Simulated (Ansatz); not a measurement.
## Ca in Ansatz: the effect of functional

Crystal: Ca.

```xyz
1
Lattice="-2.2052 2.2052 2.1961 2.2052 -2.2052 2.1961 2.2052 2.2052 -2.1961" Properties=species:S:1:pos:R:3 pbc="T T T"
Ca    0.0000    0.0000    2.1961
```

This isn't the form of Ca at room conditions, which is fcc.

Alike in all runs:

| Quantity | Value |
| --- | --- |
| Program | Ansatz 0.2.0 |
| Task | band structure |
| Potentials or basis | Ansatz PAW |
| k mesh | 5 × 5 × 5 |
| Occupations | fermi-dirac, width 0.05 eV |
| Spin | no spin polarisation |

| functional | cutoff | pressure (GPa) |
| --- | --- | --- |
| LDA | 420 eV (not typed: the program's choice for these potentials) | -1.9 |
| PBEsol | 420 eV (not typed: the program's choice for these potentials) | -0.9 |
| r2SCAN | 500 eV (not typed: the program's choice for these potentials) | ? |

Problem. What does the run with functional r2SCAN give?

Solution. Pressure 0.1 GPa.

Caveats: all runs use coarse meshes; the PAW data sets come from PBE, with cores solved anew for the run's functional, which leaves a small shift of forces and pressure.
